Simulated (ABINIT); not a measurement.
Crystal: Si2W.

```
W Si
1.0
    -1.60690    1.60690    3.91495
     1.60690   -1.60690    3.91495
     1.60690    1.60690   -3.91495
W Si
1 2
Direct
  0.00000 0.00000 0.00000
  0.66530 0.66530 0.00000
  0.33470 0.33470 0.00000
```

```yaml
Program: ABINIT 10.8.3 (patched build)
Task: relaxation of cell and atoms
Functional: PBE
Potentials_or_basis: JTH PAW PBE v2.0
Cutoff: 435 eV
k_mesh: 10 × 10 × 10
Occupations: fermi-dirac, width 0.05 eV
Spin: no spin polarisation
```

At the start: pressure 3.4 GPa; volume 13.48 Å³/atom.

Where does the relaxation end?

Over 6 steps the energy falls by 2.1 meV/atom and the volume is 13.68 Å³/atom (+1.5 %); space group I4/mmm (No. 139, to 0.05 Å).

The path:
```tsv
step	energy change (eV)	largest force (eV/Å)	pressure (GPa)	volume (Å³)
1	0.0000	0.0468	3.37	40.44
2	-0.0057	0.0089	0.98	40.85
3	-0.0063	0.0054	0.03	41.03
4	-0.0063	0.0048	0.00	41.04
5	-0.0063	0.0028	0.00	41.04
6	-0.0063	0.0020	0.00	41.04
```

Final structure:
```cif
data_structure
_symmetry_space_group_name_H-M 'P 1'
_symmetry_Int_Tables_number 1
_cell_length_a 4.5485
_cell_length_b 4.5485
_cell_length_c 4.5485
_cell_angle_alpha 138.405
_cell_angle_beta 138.405
_cell_angle_gamma 60.284
_cell_volume 41.04
loop_
_atom_site_label
_atom_site_type_symbol
_atom_site_fract_x
_atom_site_fract_y
_atom_site_fract_z
_atom_site_occupancy
W1 W 0.00000 0.00000 0.00000 1
Si1 Si 0.66535 0.66535 0.00000 1
Si2 Si 0.33465 0.33465 0.00000 1
```
